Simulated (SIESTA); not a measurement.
Pb:

```xyz
1
Lattice="0.0193 2.4629 2.4528 2.5029 -0.0067 2.4789 2.4813 2.4674 0.0148" Properties=species:S:1:pos:R:3 pbc="T T T"
Pb    0.0000    0.0000    0.0000
```

Base run:

- Program: SIESTA 5.4.2
- Functional: vdW-DF2
- Potentials or basis: PseudoDojo 0.4 standard (PBE files)
- Basis: DZP (energy shift 0.003 Ry; two zetas on semicore shells)
- Grid cutoff: 500 Ry
- Energy shift: 0.003 Ry
- k mesh: 9 × 9 × 9
- Occupations: fermi-dirac, width 0.05 eV
- Spin: no spin polarisation

Its results: band gap on the k mesh none (metal or under the smearing width); pressure 8.9 GPa.

Question: After a change of settings the same cell gave: band gap on the k mesh none (metal or under the smearing width); pressure 6.0 GPa. Which change was it?
A. functional from vdW-DF2 to VV10
B. functional from vdW-DF2 to vdW-DF
C. functional from vdW-DF2 to vdW-DF-C09
D. functional from vdW-DF2 to vdW-DF-cx

Answer: B.

Caveats: the potentials were made for another functional, which shifts forces and pressure; the basis of atomic orbitals isn't converged, which shifts pressures, moduli and gaps.

Runs at the PBE level aren't shown here.
